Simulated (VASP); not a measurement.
# ZrB2 (P1) in VASP: single point with r2SCAN

Aim: the single point of ZrB2 with r2SCAN.

Program: VASP 6.6.1. These are calculated values, not measurements. Logs are shortened: lines on timing, memory, paths and dates and some standing lists are left out, and cuts for length are marked.

### 1 The crystal as given

The typed cell holds 3 atoms: a = 2.965 Å, b = 2.867 Å, c = 3.733 Å, α = 89.31°, β = 91.12°, γ = 120.97°.

The cell was built by a generator and needn't be a form met in nature.

### 2 Single point, r2SCAN

Input file POSCAR:

```
ZrB2
1.0
    2.9651890000      0.0045620000     -0.0286930000
   -1.4786440000      2.4556760000      0.0173620000
   -0.0365680000      0.0044370000      3.7330940000
B Zr
2 1
Direct
    0.3409820000      0.6662860000      0.4959750000
    0.6940630000      0.3455810000      0.5070430000
    0.9895970000      0.0089230000      0.9982030000
```

Input file INCAR.step1:

```
PREC     = Accurate       # precision mode
ENCUT    = 520            # plane-wave cutoff, eV
ISMEAR   = 1              # smearing method
SIGMA    = 0.1574         # smearing width, eV
LREAL    = False          # projectors in reciprocal space
LASPH    = True           # aspherical terms in the spheres
NELM     = 100            # most SCF steps
NBANDS   = 16             # bands
GGA      = PE             # functional
ALGO     = Normal         # electronic algorithm
EDIFF    = 1E-4           # SCF threshold, eV
LWAVE    = True           # write WAVECAR
LCHARG   = False          # write CHGCAR
```

Input file INCAR.step2:

```
PREC     = Accurate       # precision mode
ENCUT    = 520            # plane-wave cutoff, eV
EDIFF    = 1E-6           # SCF threshold, eV
ISMEAR   = 1              # smearing method
SIGMA    = 0.1574         # smearing width, eV
LREAL    = False          # projectors in reciprocal space
LASPH    = True           # aspherical terms in the spheres
NELM     = 100            # most SCF steps
ALGO     = Normal         # electronic algorithm
ISIF     = 2              # what is computed and relaxed
LWAVE    = False          # write WAVECAR
LCHARG   = False          # write CHGCAR
METAGGA  = R2SCAN         # meta-GGA
LMIXTAU  = True         
NBANDS   = 16             # bands
ISTART   = 1
```

Input file KPOINTS:

```
Automatic mesh
0
Gamma
  7 7 5
  0.5 0.5 0.5
```

Potentials or basis: VASP PAW PBE potentials, release 64 (B, Zr_sv).

Run with:

```sh
> cat potpaw_PBE.64/B/POTCAR potpaw_PBE.64/Zr_sv/POTCAR > POTCAR
> cp INCAR.step1 INCAR
> mpirun -np 1 vasp_std > vasp.out
> cp INCAR.step2 INCAR
> mpirun -np 1 vasp_std > vasp.out
```

OUTCAR:

```text
PREC = Accurate
   ENCUT = 520
   EDIFF = 1E-6
   ISMEAR = 1
   LREAL = False
   LASPH = True
   NELM = 100
   ISIF = 2
   METAGGA = R2SCAN
   ISTART = 1

 ion  position               nearest neighbor table
   1  0.341  0.666  0.496-   2 1.65   2 1.67   2 1.71   3 2.47   3 2.47   3 2.48   3 2.50   3 2.54
                             3 2.60
   2  0.694  0.346  0.507-   1 1.65   1 1.67   1 1.71   3 2.41   3 2.46   3 2.50   3 2.51   3 2.59
                             3 2.59
   3  0.990  0.009  0.998-   2 2.41   2 2.46   1 2.47   1 2.47   1 2.48   2 2.50   1 2.50   2 2.51
                             1 2.54   2 2.59   2 2.59   1 2.60

  LATTYP: Found a triclinic cell.
 ALAT       =     2.9653313315
 B/A-ratio  =     0.9666835298
 C/A-ratio  =     1.2589742320
 COS(alpha) =     0.0121272702
 COS(beta)  =     0.0194685346
 COS(gamma) =     0.5145452938

  Lattice vectors:

 A1 = (   2.9651890000,   0.0045620000,  -0.0286930000)
 A2 = (   1.4786440000,  -2.4556760000,  -0.0173620000)
 A3 = (   0.0365680000,  -0.0044370000,  -3.7330940000)

Analysis of symmetry for initial positions (statically):
=====================================================================
 Subroutine PRICEL returns:
 Original cell was already a primitive cell.

 Routine SETGRP: Setting up the symmetry group for a
 triclinic supercell.

 Subroutine GETGRP returns: Found  1 space group operations
 (whereof  1 operations were pure point group operations)
 out of a pool of  2 trial point group operations.

The static configuration has the point symmetry C_1 .

Analysis of symmetry for dynamics (positions and initial velocities):
=====================================================================
 Subroutine PRICEL returns:
 Original cell was already a primitive cell.

 Routine SETGRP: Setting up the symmetry group for a
 triclinic supercell.

 Subroutine GETGRP returns: Found  1 space group operations
 (whereof  1 operations were pure point group operations)
 out of a pool of  2 trial point group operations.

The dynamic configuration has the point symmetry C_1 .

 Subroutine INISYM returns: Found  1 space group operations
 (whereof  1 operations are pure point group operations),
 and found     1 'primitive' translations

----------------------------------------------------------------------------------------

                                     Primitive cell

  volume of cell :      27.2052

  direct lattice vectors                    reciprocal lattice vectors
     2.965189000  0.004562000 -0.028693000     0.336964110  0.202875639  0.003059646
    -1.478644000  2.455676000  0.017362000    -0.000630676  0.406843557 -0.000489735
    -0.036568000  0.004437000  3.733094000     0.002592879 -0.000332836  0.267900110

  length of vectors
     2.965331332  2.866536959  3.733275736     0.393335350  0.406844340  0.267912864

  position of ions in fractional coordinates (direct lattice)
     0.340982000  0.666286000  0.495975000
     0.694063000  0.345581000  0.507043000
     0.989597000  0.008923000  0.998203000

  ion indices of the primitive-cell ions
   primitive index   ion index
                 1           1
                 2           2
                 3           3

----------------------------------------------------------------------------------------

 KPOINTS: Automatic mesh

Automatic generation of k-mesh.
 Grid dimensions read from file:
 generate k-points for:    7    7    5

 Generating k-lattice:

  Cartesian coordinates                     Fractional coordinates (reciprocal lattice)
     0.048137730  0.028982234  0.000437092     0.142857143 -0.000000000 -0.000000000
    -0.000090097  0.058120508 -0.000069962     0.000000000  0.142857143  0.000000000
     0.000518576 -0.000066567  0.053580022     0.000000000  0.000000000  0.200000000

  Length of vectors
     0.056190764  0.058120620  0.053582573

  Shift w.r.t. Gamma in fractional coordinates (k-lattice)
     0.500000000  0.500000000  0.500000000

 Subroutine IBZKPT returns following result:
 ===========================================

 Found    123 irreducible k-points:

 Following reciprocal coordinates:
            Coordinates               Weight
  0.071429  0.071429  0.100000      2.000000
  0.214286  0.071429  0.100000      2.000000
  0.357143  0.071429  0.100000      2.000000
  0.500000  0.071429  0.100000      2.000000
 -0.357143  0.071429  0.100000      2.000000
 -0.214286  0.071429  0.100000      2.000000
[... 16 lines left out ...]
  0.214286  0.500000  0.100000      2.000000
  0.357143  0.500000  0.100000      2.000000
 [... further k-points ...]
   k-points           NKPTS =    123   k-points in BZ     NKDIM =    123   number of bands    NBANDS=     16
   number of dos      NEDOS =    301   number of ions     NIONS =      3
   total plane-waves  NPLWV =  16128
   dimension x,y,z NGX =    24 NGY =   24 NGZ =   28
   dimension x,y,z NGXF=    48 NGYF=   48 NGZF=   56
   ions per type =               2   1
   NGX,Y,Z   is equivalent  to a cutoff of  13.46, 13.92, 12.47 a.u.
   NGXF,Y,Z  is equivalent  to a cutoff of  26.91, 27.84, 24.94 a.u.
 SYSTEM =  unknown system
   PREC   = accura    normal or accurate (medium, high low for compatibility)
   ISTART =      1    job   : 0-new  1-cont  2-samecut
   ICHARG =      0    charge: 1-file 2-atom 10-const
   ISPIN  =      1    spin polarized calculation?
   LNONCOLLINEAR =      F non collinear calculations
   LSORBIT =      F    spin-orbit coupling
   LASPH  =      T    aspherical Exc in radial PAW
   ENCUT  =  520.0 eV  38.22 Ry    6.18 a.u.   5.51  5.33  6.94*2*pi/ulx,y,z
   NELM   =    100;   NELMIN=  2; NELMDL=  0     # of ELM steps
   EDIFF  = 0.1E-05   stopping-criterion for ELM
   LREAL  =      F    real-space projection
[... 7 lines left out ...]
   TEBEG  =    0.0;   TEEND  =   0.0 temperature during run
   PSTRESS=    0.0 pullay stress
   NELECT =      18.0000    total number of electrons
   NUPDOWN=      -1.0000    fix difference up-down
   EMIN   =  10.00;   EMAX   =-10.00  energy-range for DOS
   EFERMI =   0.00;   METHOD = LEGACY
   ISMEAR =     1;   SIGMA  =   0.16  broadening in eV -4-tet -1-fermi 0-gaus
   EFERMI_NEDOS =   21; number of points for ismear=-14 and -15
   IALGO  =     38    algorithm
   IMIX   =      4    mixing-type and parameters
     AMIX     =   0.40;   BMIX     =  1.00
     AMIX_MAG =   1.60;   BMIX_MAG =  1.00
  volume/ion in A,a.u.               =       9.07        61.20
  Fermi-wavevector in a.u.,A,eV,Ry     =   1.426532  2.695754 27.687757  2.034993
  Thomas-Fermi vector in A             =   2.546799
   LORBIT       =      0    0 simple, 1 ext, 2 COOP (PROOUT), +10 PAW based schemes
   METAGGA = R2SCAN    functional components
   LHFCALC =     F    Hartree Fock is set to
   AEXX    =    0.0000 exact exchange contribution
   IVDW    =     0    specifies the selected vdW correction
   LEPSILON=     F    determine dielectric tensor
   LRPA    =     F    only Hartree local field effects (RPA)
 non-spin polarized calculation
 Methfessel and Paxton  Order N= 1 SIGMA  =   0.16
  energy-cutoff  :      520.00
  volume of cell :       27.21
 maximum number of plane-waves:       747
 NGX is ok and might be reduce to    24
   NGX = 11   NGY = 11   NGZ = 13

 number of electron      18.0000000 magnetization

 Free energy of the ion-electron system (eV)
  ---------------------------------------------------
  ext. energy  EPLUGINS =         0.00000000
  ---------------------------------------------------
  free energy    TOTEN  =       -39.57737147 eV

  energy without entropy =      -39.57833062  energy(sigma->0) =      -39.57769119

 E-fermi :  12.0268     XC(G=0): -13.9876

 val. band max:       11.9368849865   @ k =   0.0714   0.0714   0.5000
 cond. band min:      12.1104343493   @ k =   0.0714  -0.2143   0.3000
 fundamental gap:      0.1735493628
 Fermi energy:        12.0267878317

 k-point     1 :       0.0714    0.0714    0.1000
  band No.  band energies     occupation
      1     -38.2999      2.00000
      2     -15.9257      2.00000
      3     -15.0781      2.00000
      4     -14.8624      2.00000
      5      -1.8680      2.00000
      6       7.5322      2.00000
[... 8 lines left out ...]
     15      20.3075      0.00000
     16      21.1751      0.00000

 k-point     2 :       0.2143    0.0714    0.1000
  band No.  band energies     occupation
      1     -38.1788      2.00000
      2     -15.8660      2.00000
      3     -15.7663      2.00000
      4     -14.9998      2.00000
      5      -0.8182      2.00000
      6       6.5324      2.00000
[... 8 lines left out ...]
     15      20.4780      0.00000
     16      23.1528      0.00000

 k-point     3 :       0.3571    0.0714    0.1000
  band No.  band energies     occupation
      1     -38.0587      2.00000
      2     -16.5401      2.00000
      3     -15.6090      2.00000
      4     -15.1634      2.00000
      5       0.8199      2.00000
      6       4.0464      2.00000
[... 8 lines left out ...]
     15      21.8152      0.00000
     16      23.9944      0.00000

 k-point     4 :       0.5000    0.0714    0.1000
  band No.  band energies     occupation
      1     -38.0329      2.00000
      2     -16.6691      2.00000
      3     -15.5722      2.00000
      4     -15.2167      2.00000
      5       1.7092      2.00000
      6       2.9634      2.00000
[... 8 lines left out ...]
     15      22.4410      0.00000
     16      23.5145      0.00000
[... 324 lines left out ...]
 k-point    22 :       0.0714    0.5000    0.1000
  band No.  band energies     occupation
      1     -37.9791      2.00000
      2     -16.7543      2.00000
      3     -15.5143      2.00000
      4     -15.4033      2.00000
      5       2.0307      2.00000
      6       3.2422      2.00000
[... 8 lines left out ...]
     15      21.9621      0.00000
     16      23.7368      0.00000

 k-point    23 :       0.2143    0.5000    0.1000
  band No.  band energies     occupation
      1     -37.9968      2.00000
      2     -16.4994      2.00000
      3     -15.6175      2.00000
      4     -15.5332      2.00000
      5       1.5587      2.00000
      6       4.8425      2.00000
[... 8 lines left out ...]
     15      23.0056      0.00000
     16      24.3439      0.00000

 k-point    24 :       0.3571    0.5000    0.1000
  band No.  band energies     occupation
      1     -38.0182      2.00000
      2     -16.6118      2.00000
      3     -15.5550      2.00000
      4     -15.3732      2.00000
      5       1.6425      2.00000
      6       3.6874      2.00000
[... 8 lines left out ...]
     15      22.7216      0.00000
     16      23.8099      0.00000

 [... further k-points ...]
[... 5 lines left out ...]
  --------------------------------------------------------------------------------------
  -------------------------------------------------------------------------------------
  Total        8.2060216     13.2090872      0.6860963      0.1402150     -0.1268108      1.0024572
  in kB      483.2707875    777.9124001     40.4057309      8.2575721     -7.4681677     59.0369226
  external PRESSURE =     433.8629728 kB  Pullay stress =       0.0000000 kB

 VOLUME and BASIS-vectors are now :
 -----------------------------------------------------------------------------
  energy-cutoff  :      520.00
  volume of cell :       27.21
      direct lattice vectors                 reciprocal lattice vectors
     2.965189000  0.004562000 -0.028693000     0.336964110  0.202875639  0.003059646
    -1.478644000  2.455676000  0.017362000    -0.000630676  0.406843557 -0.000489735
    -0.036568000  0.004437000  3.733094000     0.002592879 -0.000332836  0.267900110

 POSITION                                       TOTAL-FORCE (eV/Angst)
 -----------------------------------------------------------------------------------
      0.00774      1.63994      1.85331         0.302827      0.542884      0.212838
      1.52850      0.85405      1.87892        -1.435807     -0.401320     -0.517121
      2.88465      0.03086      3.69815         1.132980     -0.141563      0.304283
 -----------------------------------------------------------------------------------
    total drift:                                0.000049      0.000127     -0.000063

  FREE ENERGIE OF THE ION-ELECTRON SYSTEM (eV)
  ---------------------------------------------------
  free  energy   TOTEN  =       -39.5773714694 eV

  energy  without entropy=      -39.5783306169  energy(sigma->0) =      -39.57769119
```

Wall time 58 s (1 thread of Intel Xeon 6975P-C (Granite Rapids), shared host); peak memory 0.19 GiB.

Results:

```yaml
Free_energy: -39.5774 eV
Pressure: 43.4 GPa
Largest_force: 1.578 eV/Å
Band_gap_on_the_k_mesh: 0.17 eV, indirect (least direct gap 0.18 eV)
```

Forces in eV/Å, atoms in the order of the input:
```
B    0.303  0.543  0.213
B   -1.436 -0.401 -0.517
Zr   1.133 -0.142  0.304
```

Stress tensor (GPa, compression positive):
```
48.33  0.83  5.90
 0.83 77.79 -0.75
 5.90 -0.75  4.04
```

Caveat: a pressure of tens of GPa on the cell as given is suspect, and the run, the potentials or the cell itself is likely at fault; the PAW data sets were made with another functional, which shifts forces and pressure a little. r2SCAN opens gaps a little over a GGA but as a rule still falls short of measured ones.
